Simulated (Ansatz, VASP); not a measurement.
# Two plane-wave programs on WS

The input INCAR:

```
SYSTEM = WS
  PREC = Accurate
  ENCUT = 520
  EDIFF = 1E-6
  ISMEAR = 0
  SIGMA = 0.02
  LREAL = .False.
  LASPH = .True.
  NELM = 150
  ALGO = Normal
  ISIF = 2
  LWAVE = .False.
  LCHARG = .True.
  LMAXMIX = 4
  LDAU = .True.
  LDAUTYPE = 2
  LDAUL = 2 -1
  LDAUU = 6.2 0
  LDAUJ = 0 0
  LDAUPRINT = 1
  GGA = PE
  LELF = .True.
  LVHAR = .True.
  NBANDS = 17
```

File KPOINTS:

```
regular mesh
0
Gamma
  12 12 12
  0 0 0
```

POSCAR

```
WS
1.0
    3.1516184112      0.0000000000      0.0000000000
    0.0000000000      3.1516184112      0.0000000000
    0.0000000000      0.0000000000      3.1516184112
W S
1 1
Direct
    0.0000000000      0.0000000000      0.0000000000
    0.5000000000      0.5000000000      0.5000000000
```

Input for Ansatz:

```yaml
crystal:
  lattice:
    - [3.1516184112, 0.0, 0.0]
    - [0.0, 3.1516184112, 0.0]
    - [0.0, 0.0, 3.1516184112]
  atoms:
    - { symbol: W, position: [0.0, 0.0, 0.0] }
    - { symbol: S, position: [0.5, 0.5, 0.5] }
basis:
  ecutwfc: 420
kpoints:
  mp_grid: { grid: [12, 12, 12] }
hamiltonian:
  xc: pbe
  hubbard: { sites: [{ species: W, l: d, u_eff: 6.2 }] }
scf:
  occupations: { method: gaussian, width: 0.02 }
output:
  forces: true
  stress: true
  eigenvalues: true
  write_density: true
  write_potential: true
  elf: true
  volumetric_format: npy
```

Alike in both runs: task single point; functional PBE; k mesh 12 × 12 × 12; occupations gaussian, width 0.02 eV; no spin polarisation; Hubbard terms W d U = 6.2 eV.

```csv
,VASP,Ansatz
version,VASP 6.6.1,Ansatz 0.2.0
potentials or method,"VASP PAW PBE potentials, release 64 (W_sv, S)","scalar-relativistic, plane waves, PAW"
plane-wave cutoff (eV),520,420
valence electrons in the cell,20,20
```

Ansatz gave:

```
gap on the k mesh at the Fermi level (eV) : none
pressure (GPa)                            : 7.7
```

Question: Estimate VASP's values.

Answer: gap on the k mesh at the Fermi level (eV): none; pressure (GPa): -16.7.

The programs project onto different local orbitals, so the same U acts differently. A gap of «none» marks a metal or a gap that the smearing closes. Ansatz warned: «filled_band_counts_differ_across_k_points».

Caveats: U without spin polarisation on a metal has little footing. The runs have no spin-orbit coupling, so splittings on W are missing.
